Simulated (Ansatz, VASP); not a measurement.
# One calculation of HfB2 (so), two programs

```xyz
3
Lattice="3.1446 0.0000 0.0000 -1.5723 2.7233 0.0000 0.0000 0.0000 3.4834" Properties=species:S:1:pos:R:3 pbc="T T T"
Hf    0.0000    0.0000    0.0000
B     0.0000    1.8155    1.7417
B     1.5723    0.9078    1.7417
```

Alike in both runs: functional PBE; k mesh 15 × 15 × 12; occupations gaussian, width 0.1 eV; non-collinear spin, spin-orbit coupling.

Ansatz relaxed the structure, and its values are those at the end. VASP's run is a single point on that final structure, the one shown.

```csv
,VASP,Ansatz
version,VASP 6.6.1,Ansatz 0.2.0
potentials or method,"VASP PAW PBE potentials, release 64 (Hf_pv, B)","plane waves, PAW"
plane-wave cutoff (eV),520,420
valence electrons in the cell,16,32
```

|  | VASP | Ansatz | Ansatz less VASP |
| --- | --- | --- | --- |
| gap on the k mesh at the Fermi level (eV) | none | none | - |
| pressure (GPa) | 0.0 | 0.0 | 0.00 |
| net moment per atom (μB) | 0.00 | 0.00 | 0.000 |

A gap of «none» marks a metal or a gap that the smearing closes. The two sets of potentials don't hold the same shells in valence.
